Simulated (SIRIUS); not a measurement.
The system is LiF (Griceite).

```xyz
2
Lattice="0.0000 2.0140 2.0140 2.0140 0.0000 2.0140 2.0140 2.0140 0.0000" Properties=species:S:1:pos:R:3 pbc="T T T"
F     2.0140    2.0140    2.0140
Li    0.0000    0.0000    0.0000
```

Base run:

```yaml
Program: SIRIUS 7.12.0
Functional: PBEsol
Potentials_or_basis: all-electron FP-LAPW
Cutoff: 273 eV
Basis: apw+lo standard
k_mesh: 11 × 11 × 11
Occupations: fermi-dirac, width 0.05 eV
Spin: no spin polarisation
```

Its results: band gap on the k mesh 8.91 eV, direct.

**Question.** The run is repeated on the same cell with these changes: functional from PBEsol to PBE. What comes out?

**Answer.** Band gap on the k mesh 9.08 eV, direct.

Caveats: an odd mesh through Γ misses points on the zone boundary, where band edges often lie.

Not every run made on this cell is shown here.
